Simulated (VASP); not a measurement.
# TiN: relaxation of cell and atoms with PBE

Crystal: TiN.

```
CELL_PARAMETERS angstrom
0.00000 2.12430 2.12430
2.12430 0.00000 2.12430
2.12430 2.12430 0.00000
ATOMIC_POSITIONS crystal
Ti 0.00000 0.00000 0.00000
N 0.50000 0.50000 0.50000
```

| Quantity | Value |
| --- | --- |
| Program | VASP 6.6.1 |
| Task | relaxation of cell and atoms |
| Functional | PBE |
| Potentials or basis | VASP PAW PBE potentials, release 64 (Ti_sv, N) |
| Cutoff | 600 eV |
| k mesh | 16 × 16 × 16 |
| Occupations | methfessel-paxton, width 0.1 eV |
| Spin | no spin polarisation |
| Further INCAR settings | ALGO = Normal; EDIFF = 1e-07; IBRION = 2; EDIFFG = -0.005; NSW = 90; ISIF = 3 |

| Property | Result |
| --- | --- |
| Pressure after relaxing | 0.0 GPa |
| Band gap on the k mesh | none (metal or under the smearing width) |

Final structure:
```
CELL_PARAMETERS angstrom
0.00000 2.12430 2.12430
2.12430 0.00000 2.12430
2.12430 2.12430 0.00000
ATOMIC_POSITIONS crystal
Ti 0.00000 0.00000 0.00000
N 0.50000 0.50000 0.50000
```

Levels at points of the mesh, in eV from the Fermi level:
| k point | band 5 | band 6 | band 7 | band 8 | band 9 | band 10 | band 11 | band 12 |
| --- | --- | --- | --- | --- | --- | --- | --- | --- |
| (0.00, 0.00, 0.00) | -17.08 | -2.05 | -2.05 | -2.05 | -0.62 | -0.62 | -0.62 | 0.56 |
| (0.50, 0.00, 0.00) | -14.65 | -8.06 | -5.46 | -5.46 | 1.65 | 1.65 | 2.32 | 5.68 |
| (0.50, 0.50, 0.00) | -15.68 | -5.83 | -3.24 | -3.24 | -3.05 | 1.61 | 2.35 | 2.35 |

Run time: 29 s on 1 thread of Intel(R) Xeon(R) Platinum 8259CL CPU @ 2.50GHz (Skylake/Cascade Lake), with other jobs on the host, peak memory 0.17 GiB.

Caveat: the relaxation stopped at its first step, so nothing moved.
